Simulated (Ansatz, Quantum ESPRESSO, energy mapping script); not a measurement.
# MnS (Browneite): J from the energies of magnetic orders

How strongly do the moments of MnS (Browneite) couple under PBE+U (-2 eV), QE, GBRV? The plan is to run several orders and fit a Heisenberg model.

Program: Quantum ESPRESSO 7.5. Level of theory: PBE with U = -2 eV on Mn d; plane waves, collinear spin, no spin–orbit coupling. Results are calculated unless marked as measured.

### 1. Starting point

Symmetry: F-43m, No. 216, cubic system. The conventional cell has a = 5.600 Å, b = 5.600 Å, c = 5.600 Å, α = 90.00°, β = 90.00°, γ = 90.00°. Nearest to Mn lie 4 S at 2.42 Å. Nearest to S lie 4 Mn at 2.42 Å. Farther neighbours and most contacts between anions are not listed.

A negative U is typed here on purpose; it favours fractional filling, the reverse of what U is for. These runs use Quantum ESPRESSO.

### 2. Parallel start in cell A (4 atoms)

Each cell gets its own parallel run on the same mesh, so that most of the mesh error cancels in the differences.

The potential files are GBRV's for PBE; pw.x takes the functional from them.

Input file pw.in:

```
&control
  calculation = 'scf'
  prefix = 'pw'
  outdir = './tmp/'
  pseudo_dir = './pseudo/'
  verbosity = 'low'
/
&system
  ibrav = 0
  nat = 4
  ntyp = 2
  ecutwfc = 45
  ecutrho = 360
  nbnd = 38
  occupations = 'smearing'
  smearing = 'fd'
  degauss = 0.00367493
  nspin = 2
  starting_magnetization(1) = 0.3000
/
&electrons
  conv_thr = 1.0e-08
  electron_maxstep = 60
  mixing_beta = 0.3
  mixing_mode = 'plain'
/
ATOMIC_SPECIES
  Mn 54.9380 Mn.upf
  S 32.0600 S.upf
CELL_PARAMETERS angstrom
  0.00000000 -2.80000000 -2.80000000
  0.00000000 2.80000000 -2.80000000
  5.60000000 0.00000000 0.00000000
ATOMIC_POSITIONS crystal
  Mn 0.50000000 0.50000000 0.50000000
  Mn 0.00000000 0.00000000 0.00000000
  S 0.00000000 0.50000000 0.75000000
  S 0.50000000 0.00000000 0.25000000
K_POINTS automatic
  5 5 4 0 0 0
HUBBARD {ortho-atomic}
U Mn-3d -2
```

Launch:

```sh
OMP_NUM_THREADS=1 mpirun -n 4 pw.x -nk 4 -in pw.in > pw.out
```

Output:

```text
Program PWSCF v.7.5 starts

     Parallel version (MPI & OpenMP), running on       4 processor cores
     Number of MPI processes:                 4
     Threads/MPI process:                     1

     MPI processes distributed on     1 nodes
     191359 MiB available memory on the printing compute node when the environment starts

 %%%%%%%%%%%%%%%%%%%%%%%%%%%%%%%%%%%%%%%%%%%%%%%%%%%%%%%%%%%%%%%%%%%%%%%%%%%%%%
     Error in routine card_hubbard (2):
     Unknown case for lda_plus_u_kind...
 %%%%%%%%%%%%%%%%%%%%%%%%%%%%%%%%%%%%%%%%%%%%%%%%%%%%%%%%%%%%%%%%%%%%%%%%%%%%%%

     stopping ...
--------------------------------------------------------------------------
MPI_ABORT was invoked on rank 1 in communicator MPI_COMM_WORLD
  Errorcode: 1

NOTE: invoking MPI_ABORT causes Open MPI to kill all MPI processes.
You may or may not see output from other processes, depending on
exactly when Open MPI kills them.
--------------------------------------------------------------------------
--------------------------------------------------------------------------

"abort". This may have caused other processes in the application to be
terminated by signals sent by prterun (as reported here).
--------------------------------------------------------------------------
```

Wall time 0.62 s (4 MPI ranks of Intel Xeon Platinum 8559C (Emerald Rapids), shared host); peak memory 0.22 GiB.

The input was rejected at the start.

The program's message: “Error in routine card_hubbard (2): Unknown case for lda_plus_u_kind...”

The fault put into the input: a negative U.

### 3. Order 2: parallel, cell B of 4 atoms

The parallel order again, as the reference for this cell.

pw.in: that of step 2 with these lines changed.

```diff
@@ -31,4 +31,4 @@
   0.00000000 -2.80000000 -2.80000000
-  0.00000000 2.80000000 -2.80000000
-  5.60000000 0.00000000 0.00000000
+  -2.80000000 0.00000000 -2.80000000
+  2.80000000 2.80000000 -5.60000000
 ATOMIC_POSITIONS crystal
@@ -36,6 +36,6 @@
   Mn 0.00000000 0.00000000 0.00000000
-  S 0.00000000 0.50000000 0.75000000
-  S 0.50000000 0.00000000 0.25000000
+  S 0.12500000 0.12500000 0.62500000
+  S 0.62500000 0.62500000 0.12500000
 K_POINTS automatic
-  5 5 4 0 0 0
+  6 6 6 0 0 0
 HUBBARD {ortho-atomic}
```

Output:

```text
[banner, memory and clock lines left out]
Program PWSCF v.7.5 starts

 %%%%%%%%%%%%%%%%%%%%%%%%%%%%%%%%%%%%%%%%%%%%%%%%%%%%%%%%%%%%%%%%%%%%%%%%%%%%%%
     Error in routine card_hubbard (2):
     Unknown case for lda_plus_u_kind...
 %%%%%%%%%%%%%%%%%%%%%%%%%%%%%%%%%%%%%%%%%%%%%%%%%%%%%%%%%%%%%%%%%%%%%%%%%%%%%%

     stopping ...
MPI_ABORT was invoked on rank 2 in communicator MPI_COMM_WORLD
  Errorcode: 1

NOTE: invoking MPI_ABORT causes Open MPI to kill all MPI processes.
You may or may not see output from other processes, depending on
exactly when Open MPI kills them.

"abort". This may have caused other processes in the application to be
terminated by signals sent by prterun (as reported here).
```

The job ended after 0.61 s (4 MPI ranks; peak memory 0.22 GiB).

The input was rejected at the start.

The program's message: “Error in routine card_hubbard (2): Unknown case for lda_plus_u_kind...”

The fault put into the input: a negative U.

### 4. Order 3: parallel, cell C of 6 atoms

A new cell needs its own zero of energy.

Input file pw.in:

```
&control
  calculation = 'scf'
  prefix = 'pw'
  outdir = './tmp/'
  pseudo_dir = './pseudo/'
  verbosity = 'low'
/
&system
  ibrav = 0
  nat = 6
  ntyp = 2
  ecutwfc = 45
  ecutrho = 360
  nbnd = 54
  occupations = 'smearing'
  smearing = 'fd'
  degauss = 0.00367493
  nspin = 2
  starting_magnetization(1) = 0.3000
/
&electrons
  conv_thr = 1.5e-08
  electron_maxstep = 60
  mixing_beta = 0.3
  mixing_mode = 'plain'
/
ATOMIC_SPECIES
  Mn 54.9380 Mn.upf
  S 32.0600 S.upf
CELL_PARAMETERS angstrom
  0.00000000 -2.80000000 -2.80000000
  -5.60000000 0.00000000 0.00000000
  2.80000000 5.60000000 -2.80000000
ATOMIC_POSITIONS crystal
  Mn 0.66666667 0.66666667 0.33333333
  Mn 0.33333333 0.33333333 0.66666667
  Mn 0.00000000 0.00000000 0.00000000
  S 0.16666667 0.41666667 0.33333333
  S 0.83333333 0.08333333 0.66666667
  S 0.50000000 0.75000000 0.00000000
K_POINTS automatic
  6 6 6 0 0 0
HUBBARD {ortho-atomic}
U Mn-3d -2
```

Output:

```text
[banner, memory and clock lines left out]
Program PWSCF v.7.5 starts

 %%%%%%%%%%%%%%%%%%%%%%%%%%%%%%%%%%%%%%%%%%%%%%%%%%%%%%%%%%%%%%%%%%%%%%%%%%%%%%
     Error in routine card_hubbard (2):
     Unknown case for lda_plus_u_kind...
 %%%%%%%%%%%%%%%%%%%%%%%%%%%%%%%%%%%%%%%%%%%%%%%%%%%%%%%%%%%%%%%%%%%%%%%%%%%%%%

     stopping ...
MPI_ABORT was invoked on rank 3 in communicator MPI_COMM_WORLD
  Errorcode: 1

NOTE: invoking MPI_ABORT causes Open MPI to kill all MPI processes.
You may or may not see output from other processes, depending on
exactly when Open MPI kills them.

"abort". This may have caused other processes in the application to be
terminated by signals sent by prterun (as reported here).
```

Elapsed: 0.62 s, on 4 MPI ranks; peak memory 0.22 GiB.

The input was rejected at the start.

The program's message: “Error in routine card_hubbard (2): Unknown case for lda_plus_u_kind...”

The fault put into the input: a negative U.

### 5. Run 4 (parallel; cell D, 6 atoms)

A new cell needs its own zero of energy.

Input file pw.in:

```
&control
  calculation = 'scf'
  prefix = 'pw'
  outdir = './tmp/'
  pseudo_dir = './pseudo/'
  verbosity = 'low'
/
&system
  ibrav = 0
  nat = 6
  ntyp = 2
  ecutwfc = 45
  ecutrho = 360
  nbnd = 54
  occupations = 'smearing'
  smearing = 'fd'
  degauss = 0.00367493
  nspin = 2
  starting_magnetization(1) = 0.3000
/
&electrons
  conv_thr = 1.5e-08
  electron_maxstep = 60
  mixing_beta = 0.3
  mixing_mode = 'plain'
/
ATOMIC_SPECIES
  Mn 54.9380 Mn.upf
  S 32.0600 S.upf
CELL_PARAMETERS angstrom
  0.00000000 2.80000000 2.80000000
  -2.80000000 0.00000000 -2.80000000
  -5.60000000 -5.60000000 5.60000000
ATOMIC_POSITIONS crystal
  Mn 0.00000000 0.00000000 0.00000000
  Mn 0.33333333 0.66666667 0.66666667
  Mn 0.66666667 0.33333333 0.33333333
  S 0.33333333 0.66666667 0.91666667
  S 0.66666667 0.33333333 0.58333333
  S 0.00000000 0.00000000 0.25000000
K_POINTS automatic
  6 6 3 0 0 0
HUBBARD {ortho-atomic}
U Mn-3d -2
```

Output:

```text
[banner, memory and clock lines left out]
Program PWSCF v.7.5 starts

 %%%%%%%%%%%%%%%%%%%%%%%%%%%%%%%%%%%%%%%%%%%%%%%%%%%%%%%%%%%%%%%%%%%%%%%%%%%%%%
     Error in routine card_hubbard (2):
     Unknown case for lda_plus_u_kind...
 %%%%%%%%%%%%%%%%%%%%%%%%%%%%%%%%%%%%%%%%%%%%%%%%%%%%%%%%%%%%%%%%%%%%%%%%%%%%%%

     stopping ...
MPI_ABORT was invoked on rank 3 in communicator MPI_COMM_WORLD
  Errorcode: 1

NOTE: invoking MPI_ABORT causes Open MPI to kill all MPI processes.
You may or may not see output from other processes, depending on
exactly when Open MPI kills them.

"abort". This may have caused other processes in the application to be
terminated by signals sent by prterun (as reported here).
```

Run time: 0.62 s. Hardware: 4 MPI ranks; peak memory 0.22 GiB.

The program refused the input before any cycle.

The program's message: “Error in routine card_hubbard (2): Unknown case for lda_plus_u_kind...”

The fault put into the input: a negative U.

### 6. From energies to couplings

Each energy difference is a sum of couplings weighted by the pairs that the order reverses. A few near shells are fitted to the differences by least squares. Energies are those extrapolated to zero occupation width, not the free energies F.

No pair of orders in one cell converged with its signs kept, so no coupling can be fitted.

### 7. What came out

| Quantity | Value |
| --- | --- |
| couplings | not obtained |

In words: The program refused these inputs, so nothing was computed. The fault in the inputs: a negative U.

1 further run of the session is left out of this account and of its counts and ranges: runs hit by known faults of a program or its files, repeats, responses too ill-conditioned to give a U, cells squeezed past sense, harmless faults, or fits whose shells could not be counted again from the structure.

[Logs and program files are shortened in this print: banners, set-up blocks, solver, clock and traceback lines can be left out without a mark of their own.]

[Logs are printed without paths, hosts, clocks, repeated set-up lines and the standing remarks that a program may print on its own settings, such as how far it seeks lower states.]

[Hosts, paths, dates, database ids (printed as entryN), source tags and the programs' standing remarks are cut or masked in the printed files.]

[Where a cell is said to come from a database of computed structures, the database is the Materials Project.]
